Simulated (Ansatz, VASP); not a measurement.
# Mo: VASP beside Ansatz

INCAR

```
PREC = Accurate
ENCUT = 520
EDIFF = 1E-6
ISMEAR = -1
SIGMA = 0.05
LREAL = False
LASPH = True
NELM = 60
ALGO = Normal
ISIF = 2
LWAVE = False
LCHARG = False
GGA = PS
NBANDS = 13
```

File KPOINTS:

```
Automatic mesh
0
Gamma
  12 12 12
```

Contents of POSCAR:

```
Mo
1.0
   -1.5514772677      1.5514772677      1.5514772677
    1.5514772677     -1.5514772677      1.5514772677
    1.5514772677      1.5514772677     -1.5514772677
Mo
1
Direct
    0.0000000000      0.0000000000      0.0000000000
```

input.yaml

```yaml
crystal:
  lattice:
    - [-1.5514772677, 1.5514772677, 1.5514772677]
    - [1.5514772677, -1.5514772677, 1.5514772677]
    - [1.5514772677, 1.5514772677, -1.5514772677]
  atoms:
    - { symbol: Mo, position: [0.0, 0.0, 0.0] }
kpoints:
  mp_grid: { grid: [12, 12, 12] }
scf:
  occupations: { method: fermi_dirac, width: 0.05 }
hamiltonian:
  xc: pbesol
  pseudopotentials: { kind: all_electron, lapw: { basis_error: 0.0005 } }
output:
  forces: true
  stress: true
  eigenvalues: true
```

Change from the starting cell: volume scaled by 0.94.

Alike in both runs: task single point; functional PBEsol; k mesh 12 × 12 × 12; occupations fermi-dirac, width 0.05 eV; no spin polarisation.

|  | VASP | Ansatz |
| --- | --- | --- |
| version | VASP 6.6.1 | Ansatz 0.2.0 |
| potentials or method | VASP PAW PBE potentials, release 64 (Mo_sv) | all-electron LAPW, scalar-relativistic |
| plane-wave cutoff (eV) | 520 | see its input |

```csv
,VASP,Ansatz,Ansatz less VASP
gap on the k mesh at the Fermi level (eV),none,none,-
pressure (GPa),8.2,7.5,-0.63
```

A gap of «none» marks a metal or a gap that the smearing closes. Ansatz ran all-electron here, so the differences hold the error of VASP's frozen core and of both bases.

Caveats: the PAW data sets were made with another functional, which shifts forces and pressure a little (VASP).
